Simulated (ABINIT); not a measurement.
The system is I.

```
I
1.0
     0.00000    2.36560    3.90984
     2.19225    0.00000    3.90984
     2.19225    2.36560    0.00000
I
1
Cartesian
  0.0000 0.0000 0.0000
```

Base run:

| Quantity | Value |
| --- | --- |
| Program | ABINIT 10.8.3 (patched build) |
| Functional | PBE |
| Potentials or basis | PseudoDojo NC SR PBE v0.4.1 standard |
| Cutoff | 952 eV |
| k mesh | 9 × 9 × 9 |
| Occupations | fermi-dirac, width 0.05 eV |
| Spin | no spin polarisation |

Its results: band gap on the k mesh none (metal or under the smearing width); pressure 0.5 GPa.

After a change of settings the same cell gave: band gap on the k mesh none (metal or under the smearing width); pressure -2.3 GPa. Which change was it?
A. functional from PBE to r2SCAN; potentials or basis from PseudoDojo NC SR PBE v0.4.1 standard to JTH PAW PBE v2.0; cutoff from 952 eV to 490 eV
B. functional from PBE to r2SCAN; potentials or basis from PseudoDojo NC SR PBE v0.4.1 standard to JTH PAW LDA v2.0; cutoff from 952 eV to 490 eV
C. functional from PBE to AM05; potentials or basis from PseudoDojo NC SR PBE v0.4.1 standard to JTH PAW PBE v2.0; cutoff from 952 eV to 408 eV
D. functional from PBE to LDA-PZ; potentials or basis from PseudoDojo NC SR PBE v0.4.1 standard to JTH PAW LDA v2.0; cutoff from 952 eV to 408 eV

D.

Caveats: spin-orbit coupling is left out, which moves the levels of the heavy elements; an odd number of electrons without spin polarisation forces a metal; a magnetic or distorted state may lie lower.
